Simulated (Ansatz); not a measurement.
## Structure types of MgO compared at 110 GPa

Structure types of MgO are relaxed in primitive cells with their symmetry kept at 110 GPa, on PAW files; LAPW relaxes the small cells further and takes the PAW cell for the others (marked *). The enthalpy is E + pV at zero temperature, without zero-point motion. Only the types listed were tried, and differences under about 5 meV/atom are mesh noise. The real phase may be another.

All numbers are PBE results (scalar-relativistic) from Ansatz 0.2.0, with Fermi–Dirac smearing of 0.1 eV, no spin polarisation. Methods: LAPW: all electrons, basis error target 0.5 meV/atom; PAW: frozen-core files, cutoff 420 eV.

k meshes: rocksalt 17×17×17, CsCl 15×15×15, zincblende 17×17×17, wurtzite 13×13×7, NiAs 11×11×7.

Task: Which type is lowest in enthalpy, and by how much?

Result: rocksalt, 204 meV/atom below NiAs. The whole table:

| start type | ends as | a, b, c (Å) | V (Å³/atom) | H − H(lowest), LAPW (meV/atom) | same, PAW |
| --- | --- | --- | --- | --- | --- |
| rocksalt | rocksalt, Fm-3m | 3.778, 3.778, 3.778 | 6.74 | 0.0 | 0.0 |
| CsCl | CsCl, Pm-3m | 2.350, 2.350, 2.350 | 6.49 | 578.3 | 577.9 |
| zincblende | zincblende, F-43m | 4.013, 4.013, 4.013 | 8.08 | 1303.0 | 1304.4 |
| wurtzite* | flat h-MgO, P6_3/mmc | 3.076, 3.076, 3.734 | 7.65 | 841.5 | 841.7 |
| NiAs* | NiAs, P6_3/mmc | 2.609, 2.609, 4.611 | 6.80 | 204.3 | 204.6 |
